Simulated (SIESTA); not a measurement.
The system is TiAl.

```xyz
2
Lattice="2.8673 0.0000 0.0000 -1.4336 2.4831 0.0000 0.0000 0.0000 4.6781" Properties=species:S:1:pos:R:3 pbc="T T T"
Ti    0.0000    0.0000    0.0000
Al    0.0000    1.6554    2.3390
```

The cell comes from a database or a generator and needn't be the stable form of this composition.

Base run:

| Item | Value |
| --- | --- |
| Program | SIESTA 5.4.2 |
| Functional | PBE |
| Potentials or basis | PseudoDojo 0.4 standard (PBE files) |
| Basis | DZP (energy shift 0.003 Ry; two zetas on semicore shells) |
| Grid cutoff | 800 Ry |
| Energy shift | 0.003 Ry |
| k mesh | 11 × 11 × 6 |
| Occupations | fermi-dirac, width 0.05 eV |
| Spin | no spin polarisation |

Its results: band gap on the k mesh none (metal or under the smearing width); pressure 0.7 GPa.

Problem. The run is repeated on the same cell with these changes: functional from PBE to PBEsol; potentials or basis from PseudoDojo 0.4 standard (PBE files) to PseudoDojo 0.4 standard (PBEsol files). What comes out?

Solution. Band gap on the k mesh none (metal or under the smearing width); pressure -2.4 GPa.

Caveats: the basis of atomic orbitals isn't converged, which shifts pressures, moduli and gaps.
